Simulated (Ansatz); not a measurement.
# 1T-CrSTe monolayer in a perpendicular field

Aim: how the 1T-CrSTe monolayer screens a field along its normal, and what the field does to its bands. A positive field points along +c.

Method: plane-wave DFT, LDA+U, Ansatz PAW, in Ansatz 0.2.0.

## Step 1: The structure

The cell holds 3 atoms: 1 Te, 1 Cr and 1 S. Its edges and angles: a = 3.365 Å, b = 3.365 Å, c = 37.174 Å, α = 90.0°, β = 90.0°, γ = 120.0°. Vacuum lies along c.

## Step 2: Relaxing the slab

The starting cell is a guess, so the in-plane lattice and the atoms are relaxed first, with the slab cut off from its images along the normal.

File input.yaml:

```yaml
crystal:
  lattice:
    - [3.365, 0.0, 0.0]
    - [-1.6825, 2.9141754837, 0.0]
    - [0.0, 0.0, 37.1736110956]
  atoms:
    - { symbol: Te, position: [0.6666666667, 0.3333333333, 0.4586586962] }
    - { symbol: Cr, position: [0.0, 0.0, 0.507180115], spin: 3.0 }
    - { symbol: S, position: [0.3333333333, 0.6666666667, 0.5413413038] }
  periodic: [true, true, false]
magnetization:
  spin_polarized: true
kpoints:
  mp_grid: { grid: [12, 12, 1] }
hamiltonian:
  xc: lda
  hubbard: { sites: [{ species: Cr, l: d, u_eff: 4.0 }] }
scf:
  occupations: { method: fermi_dirac, width: 0.05 }
  convergence: { dr2_threshold: 1.0e-09 }
relax:
  f_tol: 0.004
  max_steps: 90
  cell: {}
output:
  write_potential: true
  write_density: true
  volumetric_format: npy
```

Run with:

```bash
$ ansatz run input.yaml --threads 4 --pin off --max-ram 6144MiB --backend cpu --events-out ev --progress --plain --runs-dir out
```

Numbers of over 12 decimals in the logs are rounded to 6 here.

Output:

```text
Warning: relax.cell: scf.convergence.dr2_threshold = 1e-9 eV is looser than the 1.7552142292e-10 eV advised for a relaxation that steers and ends on the stress (1e-10 eV for each atom of the cell: 3, times the square of relax.cell.stress_2d_tol = 0.05 N/m over 13.1 Å (the atoms' height at the walk's start and 5 Å past either face), 3.824e-2 GPa, over a crystal's default 0.05). What an SCF threshold leaves in a stress goes as its square root, and in the free energy as the threshold itself, and one threshold admits the most on a small cell: [figures from the program's tests cut] Set scf.convergence.dr2_threshold to 1.7552142292e-10 eV or tighter. [rest of the remark cut]
Te: projections on atomic orbitals take those of the free atom [Kr] 4d10 5s2 5p4, of charge +0.00 (hamiltonian.pseudopotentials.projection_atoms); the dataset's partial waves leave at most 7.8e-6 of an orbital's norm unspanned inside its sphere
Cr: projections on atomic orbitals take those of the free atom [Ne] 3s2 3p6 3d5 4s1, of charge +0.00 (hamiltonian.pseudopotentials.projection_atoms); the dataset's partial waves leave at most 7.0e-7 of an orbital's norm unspanned inside its sphere
S: projections on atomic orbitals take those of the free atom [Ne] 3s2 3p4, of charge +0.00 (hamiltonian.pseudopotentials.projection_atoms); the dataset's partial waves leave at most 1.6e-7 of an orbital's norm unspanned inside its sphere
Engine: ansatz 0.2.0, aarch64-unknown-linux-gnu
Pseudopotentials: kind: paw
Pseudopotential: Te, paw, valence charge 16, recommended cutoff 420 eV (normal), Te.paw.azcp
Pseudopotential: Cr, paw, valence charge 14, recommended cutoff 420 eV (normal), Cr.paw.azcp
Pseudopotential: S, paw, valence charge 6, recommended cutoff 420 eV (normal), S.paw.azcp
Functional definition: SPW92
  exchange = slater_x
  correlation = pw_c
Crystal: 3 atoms, lattice volume = 364.532 Å³
Basis set: ecut = 420 eV, 7193 PW (Γ)
Bands: 24, of which v1, the nominal top of the filled ones, is band 18 counted from 1 (17 counted from 0)
Symmetry: 6 space group operations
Space group: P3m1 (ITA 156), of the structure as read, at distance tolerance 7.1e-5 Å
Magnetic group: BNS 156.49 (UNI 1279), of the structure as read, at distance tolerance 7.1e-5 Å
k-points: 19 of 144 (time reversal used)
Non-local potential: Te, projectors of the file, l = 0: 2, l = 1: 2, l = 2: 2, l = 3: 2
Non-local potential: Cr, projectors of the file, l = 0: 3, l = 1: 2, l = 2: 3, l = 3: 1
Non-local potential: S, projectors of the file, l = 0: 2, l = 1: 2, l = 2: 2
PAW form: soft (Blöchl's): semilocal exchange-correlation on the pseudo side does not see the compensation charge
PAW frozen core: Te, regenerated for the run's functional, and the local potential with it (the file was generated under x = pbe(κ = 0.804, μ = 0.219515), c = pbe(β = 0.066725))
PAW frozen core: Cr, regenerated for the run's functional, and the local potential with it (the file was generated under x = pbe(κ = 0.804, μ = 0.219515), c = pbe(β = 0.066725))
PAW frozen core: S, regenerated for the run's functional, and the local potential with it (the file was generated under x = pbe(κ = 0.804, μ = 0.219515), c = pbe(β = 0.066725))
PAW one-centre angular grid: Te, 590 points (default); XC on 64 Gauss nodes
PAW one-centre angular grid: Cr, 590 points (default); XC on 64 Gauss nodes
PAW one-centre angular grid: S, 110 points (default); XC on 64 Gauss nodes
Initial density: superposition of atomic densities (neutral atoms: chi_scale 0, normalization atom)
Starting moments: Σ|m| = 3 μB on 1 of 3 sites
Initial wavefunctions: pseudopotential atomic-orbital guess
Functional: x = slater, c = lda
SCF iter   1: F=—  HF=-11018.835176 eV  |F-HF|=—  |Δ(HF+E_count)|=         —  Δρ=2.40e-2 (↑2.31e-2 ↓2.40e-2)  dr2=9.62e0  dr2_m=8.43e-2  M=2.535 μB ∫|m|=3.232 μB  β_m=1.00  ethr=3.10e-3  ⟨swp⟩=18.3  Hψ=8585  notcnv=0
preconditioner: auto → none  [metal: Δε(μ)=0.012 eV  Ē_g=9.223 eV  σ=0.050 eV  W_gap=0.06  n_scr=20 (ndim 8)  ℏωp=8.3 eV  f_vac=0.800  D(μ)=2.35/eV (n_scr^D=12)  sad-step TF]
SCF iter   2: F=—  HF=-11017.717228 eV  |F-HF|=—  |Δ(HF+E_count)|=    1.12e0  Δρ=1.59e-2 (↑1.59e-2 ↓1.01e-2)  dr2=2.48e0  dr2_m=4.64e-1  M=2.828 μB ∫|m|=3.795 μB  β_m=1.00  ethr=3.10e-3  ⟨swp⟩=4.4  Hψ=2639  notcnv=0  defer=39
SCF iter   3: F=—  HF=-11018.547118 eV  |F-HF|=—  |Δ(HF+E_count)|=   8.30e-1  Δρ=1.12e-2 (↑1.12e-2 ↓6.05e-3)  dr2=1.44e1  dr2_m=5.42e-2  M=2.370 μB ∫|m|=3.837 μB  β_m=0.30  ethr=3.10e-3  ⟨swp⟩=6.2  Hψ=3228  notcnv=0  defer=34
SCF iter   4: F=—  HF=-11017.656607 eV  |F-HF|=—  |Δ(HF+E_count)|=   8.91e-1  Δρ=4.05e-3 (↑4.05e-3 ↓3.51e-3)  dr2=4.47e-1  dr2_m=2.45e-3  M=2.772 μB ∫|m|=3.789 μB  β_m=1.00  ethr=3.10e-3  ⟨swp⟩=4.8  Hψ=2045  notcnv=0  defer=32
SCF iter   5: F=—  HF=-11017.649702 eV  |F-HF|=—  |Δ(HF+E_count)|=   6.91e-3  Δρ=1.91e-3 (↑1.91e-3 ↓1.87e-3)  dr2=2.27e-2  dr2_m=1.43e-3  M=2.760 μB ∫|m|=3.820 μB  β_m=1.00  ethr=1.24e-3  ⟨swp⟩=3.1  Hψ=1703  notcnv=0  defer=36
SCF iter   6: F=—  HF=-11017.673016 eV  |F-HF|=—  |Δ(HF+E_count)|=   2.33e-2  Δρ=1.14e-3 (↑1.14e-3 ↓4.43e-4)  dr2=1.55e-2  dr2_m=6.20e-4  M=2.759 μB ∫|m|=3.843 μB  β_m=1.00  ethr=6.31e-5  ⟨swp⟩=3.4  Hψ=2170  notcnv=0  defer=38
SCF iter   7: F=—  HF=-11017.689530 eV  |F-HF|=—  |Δ(HF+E_count)|=   1.65e-2  Δρ=3.84e-4 (↑3.84e-4 ↓1.95e-4)  dr2=5.03e-3  dr2_m=6.99e-5  M=2.771 μB ∫|m|=3.832 μB  β_m=0.30  ethr=4.31e-5  ⟨swp⟩=3.3  Hψ=1713  notcnv=0  defer=37
SCF iter   8: F=—  HF=-11017.699375 eV  |F-HF|=—  |Δ(HF+E_count)|=   9.84e-3  Δρ=2.83e-4 (↑2.83e-4 ↓1.74e-4)  dr2=9.78e-4  dr2_m=5.15e-5  M=2.769 μB ∫|m|=3.833 μB  β_m=1.00  ethr=1.40e-5  ⟨swp⟩=2.9  Hψ=1400  notcnv=0  defer=37
SCF iter   9: F=—  HF=-11017.704649 eV  |F-HF|=—  |Δ(HF+E_count)|=   5.27e-3  Δρ=1.10e-4 (↑1.10e-4 ↓5.35e-5)  dr2=8.58e-5  dr2_m=1.44e-5  M=2.772 μB ∫|m|=3.826 μB  β_m=0.30  ethr=2.72e-6  ⟨swp⟩=2.7  Hψ=1628  notcnv=0  defer=37
SCF iter  10: F=—  HF=-11017.707614 eV  |F-HF|=—  |Δ(HF+E_count)|=   2.96e-3  Δρ=9.93e-5 (↑9.93e-5 ↓6.70e-5)  dr2=6.17e-6  dr2_m=2.06e-5  M=2.773 μB ∫|m|=3.822 μB  β_m=0.30  ethr=2.38e-7  ⟨swp⟩=3.0  Hψ=1800  notcnv=0  defer=37
SCF iter  11: F=—  HF=-11017.709228 eV  |F-HF|=—  |Δ(HF+E_count)|=   1.61e-3  Δρ=1.02e-4 (↑1.02e-4 ↓7.61e-5)  dr2=4.89e-6  dr2_m=2.59e-5  M=2.774 μB ∫|m|=3.819 μB  β_m=0.30  ethr=1.71e-8  ⟨swp⟩=3.6  Hψ=2016  notcnv=0  defer=37
Mixer restart at iter 11: flushing history
[...]
SCF iter   7: F=—  HF=-11017.829502 eV  |F-HF|=—  |Δ(HF+E_count)|=   1.75e-2  Δρ=2.32e-4 (↑2.32e-4 ↓1.23e-4)  dr2=7.98e-4  dr2_m=4.11e-5  M=2.889 μB ∫|m|=3.982 μB  β_m=0.30  ethr=1.50e-5  ⟨swp⟩=3.6  Hψ=2038  notcnv=0  defer=32
Mixer restart at iter 7: flushing history
spin-set hold released at iteration 7 (site moments contracting): the magnetisation degrees of freedom join the quasi-Newton model from the next iteration; the mixer history was flushed
SCF iter   8: F=—  HF=-11017.839686 eV  |F-HF|=—  |Δ(HF+E_count)|=   1.02e-2  Δρ=2.09e-4 (↑2.09e-4 ↓1.66e-4)  dr2=3.10e-3  dr2_m=3.13e-5  M=2.887 μB ∫|m|=3.979 μB  β_m=0.55  ethr=2.22e-6  ⟨swp⟩=3.3  Hψ=1597  notcnv=0  defer=32
SCF iter   9: F=—  HF=-11017.855348 eV  |F-HF|=—  |Δ(HF+E_count)|=   1.57e-2  Δρ=7.81e-4 (↑7.81e-4 ↓4.04e-4)  dr2=9.14e-2  dr2_m=2.32e-4  M=2.902 μB ∫|m|=3.976 μB  β_m=0.25  ethr=2.22e-6  ⟨swp⟩=4.1  Hψ=2395  notcnv=0  defer=32  recentre
SCF iter  10: F=—  HF=-11017.849031 eV  |F-HF|=—  |Δ(HF+E_count)|=   6.32e-3  Δρ=4.98e-4 (↑4.98e-4 ↓9.90e-5)  dr2=2.52e-3  dr2_m=1.65e-4  M=2.888 μB ∫|m|=3.964 μB  β_m=0.27  ethr=2.22e-6  ⟨swp⟩=3.6  Hψ=2328  notcnv=0  defer=35
SCF iter  11: F=—  HF=-11017.850727 eV  |F-HF|=—  |Δ(HF+E_count)|=   1.70e-3  Δρ=2.02e-4 (↑2.02e-4 ↓9.34e-5)  dr2=4.89e-5  dr2_m=6.98e-5  M=2.889 μB ∫|m|=3.964 μB  β_m=0.64  ethr=2.22e-6  ⟨swp⟩=2.8  Hψ=1540  notcnv=0  defer=33
SCF iter  12: F=—  HF=-11017.850933 eV  |F-HF|=—  |Δ(HF+E_count)|=   2.06e-4  Δρ=1.70e-4 (↑1.70e-4 ↓6.02e-5)  dr2=1.00e-4  dr2_m=4.36e-5  M=2.889 μB ∫|m|=3.955 μB  β_m=0.82  ethr=1.36e-7  ⟨swp⟩=3.3  Hψ=1815  notcnv=0  defer=33
SCF iter  13: F=—  HF=-11017.851018 eV  |F-HF|=—  |Δ(HF+E_count)|=   8.52e-5  Δρ=9.21e-5 (↑9.21e-5 ↓2.17e-5)  dr2=3.74e-5  dr2_m=8.09e-6  M=2.889 μB ∫|m|=3.945 μB  β_m=0.76  ethr=1.36e-7  ⟨swp⟩=3.2  Hψ=1684  notcnv=0  defer=33
SCF iter  14: F=—  HF=-11017.851015 eV  |F-HF|=—  |Δ(HF+E_count)|=   2.51e-6  Δρ=1.92e-5 (↑1.51e-5 ↓1.92e-5)  dr2=1.35e-5  dr2_m=2.00e-7  M=2.889 μB ∫|m|=3.944 μB  β_m=0.65  ethr=1.04e-7  ⟨swp⟩=2.8  Hψ=1731  notcnv=0  defer=33
SCF iter  15: F=—  HF=-11017.851012 eV  |F-HF|=—  |Δ(HF+E_count)|=   3.07e-6  Δρ=1.08e-5 (↑1.08e-5 ↓6.55e-6)  dr2=5.56e-7  dr2_m=2.05e-7  M=2.889 μB ∫|m|=3.943 μB  β_m=0.61  ethr=3.76e-8  ⟨swp⟩=3.7  Hψ=1963  notcnv=0  defer=33
SCF iter  16: F=—  HF=-11017.851012 eV  |F-HF|=—  |Δ(HF+E_count)|=   5.45e-8  Δρ=1.70e-6 (↑1.29e-6 ↓1.70e-6)  dr2=3.73e-8  dr2_m=3.24e-9  M=2.889 μB ∫|m|=3.943 μB  β_m=0.56  ethr=1.54e-9  ⟨swp⟩=3.4  Hψ=1901  notcnv=0  defer=33
SCF iter  17: F=—  HF=-11017.851012 eV  |F-HF|=—  |Δ(HF+E_count)|=   3.26e-9  Δρ=4.64e-7 (↑4.64e-7 ↓4.62e-7)  dr2=2.27e-9  dr2_m=2.85e-10  M=2.889 μB ∫|m|=3.943 μB  β_m=0.69  ethr=1.04e-10  ⟨swp⟩=3.3  Hψ=1586  notcnv=0  defer=33
SCF iter  18: F=—  HF=-11017.851012 eV  |F-HF|=—  |Δ(HF+E_count)|=  7.29e-10  Δρ=3.25e-7 (↑3.25e-7 ↓1.84e-7)  dr2=3.17e-9  dr2_m=5.99e-11  M=2.889 μB ∫|m|=3.943 μB  β_m=0.63  ethr=2.78e-12  ⟨swp⟩=3.8  Hψ=2160  notcnv=0
SCF iter  19: F=—  HF=-11017.851012 eV  |F-HF|=—  |Δ(HF+E_count)|=  3.55e-10  Δρ=3.46e-7 (↑3.46e-7 ↓1.40e-7)  dr2=7.46e-9  dr2_m=7.58e-11  M=2.889 μB ∫|m|=3.943 μB  β_m=0.42  ethr=6.30e-12  ⟨swp⟩=2.3  Hψ=1181  notcnv=0  defer=33
SCF iter  20: F=—  HF=-11017.851012 eV  |F-HF|=—  |Δ(HF+E_count)|=  4.93e-10  Δρ=1.72e-7 (↑1.72e-7 ↓7.45e-8)  dr2=1.00e-9  dr2_m=1.56e-11  M=2.889 μB ∫|m|=3.943 μB  β_m=0.37  ethr=2.78e-12  ⟨swp⟩=1.9  Hψ=2429  notcnv=0
iter 21 did not close the SCF: its close was put off for the exchange–correlation potential of the local minority spin (scf_convergence_deferred on its scf_iter line)
SCF iter  21: F=-11017.851012 eV  HF=-11017.851012 eV  |F-HF|=1.55e-10  |Δ(HF+E_count)|=  1.47e-10  Δρ=4.82e-8 (↑4.82e-8 ↓3.51e-8)  dr2=9.20e-11  dr2_m=2.54e-12  M=2.889 μB ∫|m|=3.943 μB  β_m=0.58  ethr=2.78e-12  ⟨swp⟩=2.0  Hψ=1214  notcnv=0
SCF iter  22: F=-11017.851012 eV  HF=-11017.851012 eV  |F-HF|=8.37e-11  |Δ(HF+E_count)|=   5.77e-9  Δρ=2.66e-8 (↑2.66e-8 ↓1.34e-8)  dr2=8.15e-12  dr2_m=4.72e-13  M=2.889 μB ∫|m|=3.943 μB  ethr=1.00e-12  ⟨swp⟩=1.7  Hψ=2439  notcnv=0
SCF 1 converged in 22 iterations: F = -11017.851012 eV  dr2 = 8.15e-12
a single-point calculation of the run's input, under the relaxation's own `scf.mixing.negative_modes` where the relaxation goes by `scf.lower_state_search: light` itself or types `scf.max_iter`, was made at the relaxed geometry, from the atoms, in 22 SCF iterations in all. It converged -0.0 meV from the relaxation's final energy, with moments (-0.13, 2.94, -0.25 Bohr magnetons, atom by atom), which does not count as lower, and the relaxation's result stands. No further magnetic order was relaxed to its end, and one can end lower (see `relax.adjacent_minimum`).
SCF converged after 10 iterations
an eigenvalue changed by more than its tolerance at an iteration that met the thresholds in force, so the SCF went on 2 times, its first undamped step at iteration 8: the last check found none over its tolerance
Magnetization: 2.8888 μB (19.4444 up, 16.5556 down)
Absolute magnetization: 3.9438 μB (∫|ρ↑−ρ↓|, with the PAW one-centre terms)
Spin contamination: 0.3532 ħ² per cell (⟨S²⟩ above its minimum at these occupations)
Per-site moments (μB) at R_I (Å): [(-0.126786, 1.158541), (2.937871, 0.954147), (-0.247902, 0.954147)]
Free energy (F): -11017.851012 eV
Harris-Foulkes:  -11017.851012 eV  (|F-HF|=1.64e-10)
Internal energy: -11017.845097 eV  (E = F + TS)
E sigma→0 (E₀):  -11017.848054 eV
Entropy (-TS):   -0.005915 eV (-1.972 meV/atom)
Fermi energy:    -5.555183 eV
--- Per-component energies (eV) ---
  E_band       = -1048.702494
  E_kinetic    = 631.742630
  E_local      = -94106.008989  (includes V_loc(G=0)·N_el)
  E_nonlocal   = -187.385523
  E_hartree    = 46809.485624
  E_xc         = -357.457472
  E_vxc        = -368.765171  (∫ρ·V_xc dr)
  E_hubbard    = 2.276674  (on-site DFT+U / exact-exchange correction)
  E_vhub       = -5.191196  (the Hubbard potential's part of the band-sum identity)
  E_paw        = -6222.829429  (= ΣΔE_a)
  E_vpaw       = -632.065388  (= ΣTr[D̂ρ^β])
  E_aug_tail   = 0.000160  (compensation charges beyond the density's cutoff)
  E_ewald      = 42411.134245
  E_core_change = 1.196983  (= ΣΔE_core)
  E_smearing   = -0.005915  (= −TS)
  E_closure    = 0.000000  (closes the sum)
  Σ components = -11017.851012   (vs F -11017.851012, Δ=0.00e0)
--- Forces (eV/Å), atoms counted from 1 ---
  atom   1  Te    -0.00000000    -0.00000000    -0.00148273
  atom   2  Cr     0.00000000    -0.00000000     0.00201102
  atom   3  S      0.00000000    -0.00000000    -0.00149911
  max |Σ_I F_I| component: 9.71e-4 eV/Å
--- 2D stress c σ (N/m, compression-positive) ---
       -0.005502       0.000000       0.000000
       -0.000000      -0.005502       0.000000
        0.000000       0.000000      -0.000000
  P = ½ c Tr σ = -0.0055 N/m
--- Band table (eV; the first three rows and the last of 38) ---
  k-point 0 ↑: bands = [... 14 lower, -8.8541, -8.2158, -8.2158, -6.2188, -3.9674, -3.9674, -2.3607, -2.3607, ... 2 higher]
  k-point 1 ↑: bands = [... 14 lower, -8.8418, -8.2581, -8.1623, -6.2402, -4.3441, -4.0533, -3.0470, -2.5330, ... 2 higher]
  k-point 2 ↑: bands = [... 14 lower, -8.8700, -8.3572, -8.1045, -6.4140, -5.2328, -4.3346, -4.0715, -2.8776, ... 2 higher]
  k-point 18 ↓: bands = [... 14 lower, -8.7974, -7.4980, -7.2742, -2.8695, -2.4277, -2.0094, -1.3410, -1.0971, ... 2 higher]
  the weakly bound empty levels are not read free of the cell's end (hubbard_term)
--- Relaxed structure (5 steps of the walk, 5 accepted, 1 SCFs on fresh bases) ---
  F+E_penalty+E_count = -11017.85101210 eV   max|allowed force component| = 2.335e-3 eV/Å   (the final SCF, on the basis selected at the relaxed cell)
  cell:  # Å, volume = 369.8392 Å³
    - [3.389407, 0, 0]
    - [-1.694704, 2.935313, 0]
    - [0, 0, 37.1736110956]
  atoms:
    - { symbol: Te, position: [0.666667, 0.333333, 0.455204] }
    - { symbol: Cr, position: [1.814861484022468e-18, 0, 0.509400] }
    - { symbol: S, position: [0.333333, 0.666667, 0.542576] }
```

The job ended after 74 s (4 threads of Arm Neoverse V2, shared host; peak memory 0.89 GiB).

Step by step:

```
step  energy less that of the first step (eV)  largest force component (eV/Å)  volume (Å³)
   1                                   0.0000                          1.3666       364.53
   2                                  -0.1280                          0.3010       370.83
   3                                  -0.1387                          0.0577       370.64
   4                                  -0.1393                          0.0131       370.03
   5                                  -0.1393                          0.0023       369.84
  6*                                  -0.1396                          0.0023       369.84
  6*                                  -0.1396                          0.0023       369.84
```

Relaxation steps marked * repeat the geometry before them on a plane-wave basis chosen anew for their cell, so energy and pressure can jump there.

Forces are held to the 6 operations that the run works with; a distortion that breaks them can't arise in this run.

```
cell as run  before  after  change
      a (Å)   3.365  3.389  +0.7 %
      b (Å)   3.365  3.389  +0.7 %
```

The atoms that moved most (Å, along periodic axes as changes of fractional coordinates times the final cell, across vacuum about the mean position):

```
atom     dx     dy      dz  length
 Te1  0.000  0.000  -0.128   0.128
 Cr2  0.000  0.000   0.083   0.083
  S3  0.000  0.000   0.046   0.046
```

Final coordinates:

```
Te Cr S
1.0
     3.38941    0.00000    0.00000
    -1.69470    2.93531    0.00000
     0.00000    0.00000   37.17361
Te Cr S
1 1 1
Direct
  0.66667 0.33333 0.45520
  0.00000 0.00000 0.50940
  0.33333 0.66667 0.54258
```

Numbers from this step:

```
energy at zero smearing : -11017.8481 eV
total moment            : 2.889 μB
site moments            : -0.1268, 2.938, -0.2479 μB
```

Site moment by atom:

```
atom  site moment (μB)
 Te1             -0.13
 Cr2              2.94
  S3             -0.25
```

The lattice constant a goes from 3.365 to 3.389 Å.

[end of part 1 of 3]

[Logs are printed without paths, hosts, clocks, repeated set-up lines and the standing remarks that a program may print on its own settings, such as how far it seeks lower states.]

[Hosts, paths, dates, database ids (printed as entryN), source tags and the programs' standing remarks are cut or masked in the printed files.]

[Maps of the electrostatic potential energy from Ansatz leave out the sawtooth potential of an applied field or a dipole correction, so their vacuum need not be flat; planar profiles and work functions include it.]
